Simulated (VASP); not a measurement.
Runs of VASP 6.6.1 on CaO. The structure is tetragonal, space group I4_1md (No. 109). The conventional cell has a = 3.106 Å, b = 3.106 Å, c = 11.643 Å, α = 90.00°, β = 90.00°, γ = 90.00°. Ca (site symmetry 2mm) is surrounded by 6 O at 2.41 to 2.47 Å. O (site symmetry 2mm) has 6 Ca at 2.41 to 2.47 Å as nearest neighbours. The cell was built by a generator and needn't be a form met in nature.

```tsv
level	gap on the mesh (eV)	pressure (GPa)	relaxed volume (Å³/atom)	largest force (eV/Å)
PBEsol+rVV10	3.45	0.0	13.44	0.02
PBEsol+D3	3.51	0.0	13.30	0.01
PBEsol+D3(BJ)	3.54	-0.1	(b)	0.01
PBEsol	3.46	0.0	13.51	0.01
PBEsol+D4	3.49	0.0	(a)	0.01
```

Alike in all rows: task relaxation of cell and atoms; potentials or basis VASP PAW PBE potentials, release 64 (Ca_sv, O); no spin polarisation; cell relaxed; k mesh 9 × 9 × 9; cutoff (eV) 600; smearing fermi-dirac 0.05 eV.

Problem. Estimate the missing entries.

Solution. (a) 13.35; (b) 13.10.

Caveats: the PAW data sets were made with another functional, which shifts forces and pressure a little; an odd mesh through Γ misses points on the zone boundary, where band edges often lie.
